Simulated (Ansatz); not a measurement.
Density of states of ZnTe (F-43m) below the valence band maximum, r2SCAN with spin-orbit coupling, rigid bands in Ansatz (a program for electronic structure); cell volume 57.2 Å³.

```
energy from edge (eV)  10⁻³ states/eV/cell
---------------------  -------------------
0.006                                 19.3
0.031                                 44.0
0.056                                 61.1
0.081                                 76.2
0.106                                 90.6
0.131                                  105
0.156                                  119
0.181                                  134
0.206                                  148
0.231                                  164
0.256                                  179
0.281                                  195
0.319                                  221
0.344                                  237
0.369                                  256
0.394                                  275
0.419                                  295
0.444                                  314
0.469                                  335
0.494                                  356
0.519                                  378
0.544                                  400
0.569                                  425
0.594                                  451
```

Problem. What effective density of states at 300 K does this give (∫ g(E) exp(−E/k_BT) dE, both spins, divided by the cell's size)?

Solution. 1.7e19 cm⁻³, a density-of-states mass of 0.76 mₑ, valleys and band degeneracy included.

Geometry: cell and atoms relaxed with r2SCAN.
